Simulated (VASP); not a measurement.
BN (Qingsongite): phonons with PBE

BN (Qingsongite):

```
B N
1.0
     0.00000    1.81228    1.81228
     1.81228    0.00000    1.81228
     1.81228    1.81228    0.00000
B N
1 1
Direct
  0.00000 0.00000 0.00000
  0.25000 0.25000 0.25000
```

```json
{"Program": "VASP 6.6.1", "Task": "phonons", "Functional": "PBE", "Potentials or basis": "VASP PAW PBE potentials, release 64 (B, N)", "Cutoff": "600 eV", "k mesh": "14 × 14 × 14", "Occupations": "gaussian, width 0.03 eV", "Spin": "no spin polarisation", "By perturbation theory": "no", "Further INCAR settings": "ALGO = Fast; EDIFF = 1e-08; IBRION = 6; POTIM = 0.015; NSW = 1"}
```

The highest phonon frequency at Γ, LO-TO splitting left out is 1030 cm⁻¹.

Phonon frequencies in cm⁻¹ (negative: imaginary):
```
              q point           frequencies
(0.000, 0.000, 0.000)  0 0 0 1030 1030 1030
```

It took 47 s on 1 thread of Intel(R) Xeon(R) 6975P-C (Granite Rapids) (shared host), peak memory 0.21 GiB.
